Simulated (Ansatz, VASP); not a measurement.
**MgO: VASP beside Ansatz**

```
Mg O
1.0
     3.30779    0.00000    0.00000
    -1.65389    2.86463    0.00000
     0.00000    0.00000    4.98288
Mg O
2 2
Direct
  0.33333 0.66667 0.99714
  0.66667 0.33333 0.49714
  0.33333 0.66667 0.40244
  0.66667 0.33333 0.90244
```

Change from the starting cell: all Mg atoms moved -0.025 Å, as atom 1 along Cartesian [0 0 1].

Alike in both runs: task single point; functional PBEsol; k mesh 9 × 9 × 6; occupations gaussian, width 0.05 eV; no spin polarisation.

```csv
,VASP,Ansatz
version,VASP 6.6.1,Ansatz 0.2.0
potentials or method,"VASP PAW PBE potentials, release 64 (Mg, O)","scalar-relativistic, plane waves, PAW"
plane-wave cutoff (eV),520,420
valence electrons in the cell,16,32
```

|  | VASP | Ansatz | Ansatz less VASP |
| --- | --- | --- | --- |
| gap on the k mesh at the Fermi level (eV) | 3.31 | 3.31 | +0.001 |
| least direct gap on the mesh (eV) | 3.31 | 3.31 | +0.001 |
| pressure (GPa) | -0.1 | 0.2 | +0.28 |
| largest component of the traceless stress (GPa) | 1.64 | 1.64 | +0.001 |
| rms of the force components (eV/Å) | 0.091 | 0.090 | -0.0012 |

Atom by atom the forces differ by 0.001 eV/Å (rms over components). The two sets of potentials don't hold the same shells in valence.

Caveats: the PAW data sets were made with another functional, which shifts forces and pressure a little (VASP); an odd mesh through Γ misses points on the zone boundary, where band edges often lie.
